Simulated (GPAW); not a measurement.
The system is Zr3Si.

```
Zr Si
1.0
     6.11738    0.00000    0.00000
    -3.05869    5.29781    0.00000
     0.00000    0.00000    4.97109
Zr Si
6 2
Direct
  0.17273 0.34547 0.25000
  0.17273 0.82727 0.25000
  0.65453 0.82727 0.25000
  0.82727 0.65453 0.75000
  0.82727 0.17273 0.75000
  0.34547 0.17273 0.75000
  0.33333 0.66667 0.75000
  0.66667 0.33333 0.25000
```

The cell comes from a database or a generator and needn't be the stable form of this composition.

Base run:

```yaml
Program: GPAW 26.7.0
Functional: PBEsol
Potentials_or_basis: PAW data sets generated in the run's folder for this functional
Cutoff: 600 eV
Basis: pw
k_mesh: 4 × 4 × 4
Occupations: fermi-dirac, width 0.05 eV
Spin: no spin polarisation
```

Its results: pressure -5.4 GPa; largest force 0.004 eV/Å.

Problem. The run is repeated on the same cell with these changes: functional from PBEsol to LDA; potentials or basis from PAW data sets generated in the run's folder for this functional to the program's PAW data sets (release 1.2.1) made for this functional. What comes out?

Solution. Pressure -8.2 GPa; largest force 0.006 eV/Å.

Not every run made on this cell is shown here.
